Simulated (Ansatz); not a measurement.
**Structure optimisation: lanthanum, fcc**

Level of theory: DFT, LDA (PW92), plane waves (420 eV) with PAW, scalar-relativistic in Ansatz. (PAW data from PBE, frozen cores regenerated.)

k-point mesh 10×10×10, Fermi-Dirac smearing 0.1 eV, no spin polarisation. Cell and atoms relax.

Starting structure:

```yaml
crystal:
  lattice:
    - [0.0, 2.6546496237, 2.6546496237]
    - [2.6546496237, 0.0, 2.6546496237]
    - [2.6546496237, 2.6546496237, 0.0]
  atoms:
    - { symbol: La, position: [0.0, 0.0, 0.0] }
hamiltonian:
  xc: lda
  pseudopotentials:
    kind: paw
    azcp:
      La: "pseudopotentials/La.paw.azcp"
basis:
  ecutwfc: 420
  fft_grid_basis: typed
kpoints:
  mp_grid: { grid: [10, 10, 10], shift: [0, 0, 0] }
magnetization:
  spin_polarized: false
scf:
  occupations: { method: fermi_dirac, width: 0.1 }
relax:
  max_steps: 60
  f_tol: 0.01
  cell: {}
```

Task: What cell does the relaxation end in?

Result: Fm-3m with a = 5.039 Å; 31.98 Å³ per atom against 37.42 at the start (-14.5 %).

Task: How much energy does the relaxation gain?

Result: 62.2 meV per atom.
